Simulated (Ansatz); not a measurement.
**Abstraction of F: CHF3 + CHBrCl → CHF2 + CHBrClF**

Species: CHF3 (trifluoromethane) `FC(F)F`, singlet; CHBrCl `Cl[CH]Br`, doublet; CHF2 (difluoromethyl radical) `F[CH]F`, doublet; CHBrClF (bromochlorofluoromethane) `FC(Cl)Br`, singlet. A radical takes F: the energy is the difference in strength between two C–F bonds in different surroundings.

Shapes, held fixed at every level: PBE0-D4/def2-TZVP. Programs: Ansatz 0.2.0. The zero-point and thermal change to 298 K, harmonic and unscaled (PBE0-D4/def2-TZVP), is -0.4 kJ/mol.

```json
{"level": "HF/def2-SVP", "kind": "Hartree–Fock", "ΔH(298 K) (kJ/mol)": "+96.3", "less CCSD(T)/def2-TZVPP": "+11.7"}
{"level": "SPW92/def2-TZVPP", "kind": "LDA", "ΔH(298 K) (kJ/mol)": "+82.2", "less CCSD(T)/def2-TZVPP": "-2.4"}
{"level": "PBE-D4/def2-TZVPP", "kind": "GGA", "ΔH(298 K) (kJ/mol)": "+73.4", "less CCSD(T)/def2-TZVPP": "-11.2"}
{"level": "r2SCAN-D4/def2-TZVPP", "kind": "meta-GGA", "ΔH(298 K) (kJ/mol)": "+79.5", "less CCSD(T)/def2-TZVPP": "-5.1"}
{"level": "r2SCAN0-D4/def2-TZVPP", "kind": "global hybrid", "ΔH(298 K) (kJ/mol)": "+84.5", "less CCSD(T)/def2-TZVPP": "-0.1"}
{"level": "CCSD/def2-TZVPP", "kind": "coupled cluster or CI", "ΔH(298 K) (kJ/mol)": "+86.7", "less CCSD(T)/def2-TZVPP": "+2.1"}
{"level": "CCSD(T)/def2-TZVPP", "kind": "coupled cluster or CI", "ΔH(298 K) (kJ/mol)": "+84.6", "less CCSD(T)/def2-TZVPP": "0.0"}
```

The highest level, CCSD(T)/def2-TZVPP, gives ΔH(298 K) = +84.6 kJ/mol; the levels span +73.4 to +96.3. The column of differences is taken from that level and isn't an error. No measured value is set beside it here. Open shells run unrestricted. Relativity is left out for Br. Outer-core shells of Br are correlated, in sets that cover them unevenly.
